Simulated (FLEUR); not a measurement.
Nd under changes of volume

One of the cells (35.761 Å³/atom); the others are scaled copies at fixed shape and fractional positions:

```
CELL_PARAMETERS angstrom
-2.07547 2.07547 2.07547
2.07547 -2.07547 2.07547
2.07547 2.07547 -2.07547
ATOMIC_POSITIONS crystal
Nd 0.00000 0.00000 0.00000
```

This isn't the form of Nd at room conditions, which is double hcp.

* Program: FLEUR MaX-R8.1 (later development tree)
* Functional: PBE
* Potentials or basis: all-electron
* Basis: FLAPW
* Kmax: 3.8 1/bohr
* k mesh: 9 × 9 × 9
* Occupations: fermi-dirac, width 0.05 eV
* Spin: collinear spin, ferromagnetic start
* Starting moments: [3.0] μB

```csv
volume (Å³/atom),energy over the lowest point (meV/atom),moment (μB per cell)
33.615,0.00,4.08
34.331,6.04,4.08
35.046,13.77,4.09
35.761,?,?
36.476,33.54,4.10
37.191,45.22,4.10
37.907,57.94,4.11
```

Problem. What does the run at 35.761 Å³/atom give?

Solution. Energy over the lowest point 23.04 meV/atom; moment 4.09 μB per cell.

Worked out: A Birch-Murnaghan fit of order 3 (a polynomial in V^(-2/3)) to the other rows has no minimum within the range. It gives 23.00 meV/atom at 35.761 Å³/atom, against the run's 23.04. A straight line through the other rows of the moment, of slope 0.00699 μB per Å³/atom, gives 4.09 μB, against the run's 4.09.

Energies are extrapolated to zero smearing.

Caveats: the magnetic or orbital state may not be the lowest.
